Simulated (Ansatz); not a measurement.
**AlN (F-43m), a vibration from a frozen displacement**

Computed with DFT r2SCAN, scalar-relativistic, plane waves, PAW (Ansatz). Settings: plane waves to 500 eV, k-mesh 10×10×10 (Γ-centred), Gaussian smearing 0.05 eV. No spin polarisation. Energies are free energies at this smearing, counted from the undisturbed cell; pressure is positive in compression.

Reference structure (as given, not relaxed at this level; it stands at 0.3 GPa; this zinc-blende form isn't the usual structure):

```
Al N
1.0
     0.00000    2.18399    2.18399
     2.18399    0.00000    2.18399
     2.18399    2.18399    0.00000
Al N
1 1
Direct
  0.00000 0.00000 0.00000
  0.75000 0.75000 0.75000
```

Every Al atom is moved by x along the Cartesian unit vector (0.707, -0.707, 0.000); the cell and all other atoms stay fixed. The cell's volume is 20.83 Å³; the moved atoms weigh 26.982 u together and the others 14.007 u. Some rows repeat others by symmetry and weren't run.

```
  x (Å)  ΔE (meV/cell) total force on the moved atoms along the move (eV/Å) pressure (GPa)
-0.2000         309.62                                                3.1948          5.4195
-0.1750         235.28                                                2.7553          4.1903
-0.1500         171.72                                                2.3315          3.1347
-0.1250         118.58                                                1.9216          2.2487
-0.1000          75.54                                                1.5232          1.5287
-0.0750          42.34                                                1.1343          0.9719
-0.0500          18.77                                                0.7522          0.5759
 0.0000           0.00                                                0.0000          0.2602
 0.0500          18.77                                               -0.7522          0.5759
 0.0750          42.34                                               -1.1343          0.9719
 0.1000          75.54                                               -1.5232          1.5287
 0.1250         118.58                                               -1.9216          2.2487
 0.1500         171.72                                               -2.3315          3.1347
 0.1750         235.28                                               -2.7553          4.1903
 0.2000         309.62                                               -3.1948          5.4195
```

Q: What frequency belongs to this motion?

A: The force constant is k = −dF/dx = 15.044 eV/Å², from the parabola through x = -0.0500, 0 and 0.0500. In every cell the moved atoms swing against the rest, so the mass is μ = m₁m₂/(m₁ + m₂) = 9.220 u, and ν̃ = 521.5 cm⁻¹ × √(|k|/μ) = 666 cm⁻¹. To first order in x, and within 1 %, the force on every atom lies along the move and, within each of the two groups, in proportion to the atom's mass, so this is itself a mode at the zone centre of this cell, taken without macroscopic field (the transverse frequency in a polar insulator).

Q: How far does the harmonic law reach?

A: At x = -0.200 Å, kx²/2 = 300.89 meV against the computed 309.62 meV (+2.9 %): the well is still close to harmonic there.

Q: The pressure changes with x². What does that say about the frequency under compression?

A: With E = k(V)x²/2, k ∝ V^(−2γ) and x scaling with the cell as V^(1/3), P − P0 = −∂E/∂V = (2γ − 2/3) ΔE/V. At x = 0.0750 Å, V(P − P0) = 20.83 × 0.71171 / 160.2 eV = 92.55 meV and ΔE = 42.34 meV, so γ = 1/3 + V(P − P0)/(2ΔE) = 1.43. This is the Grüneisen parameter of the motion under uniform scaling of the cell: shrinking the cell evenly by 1 % in volume raises the frequency by about 1.43 %.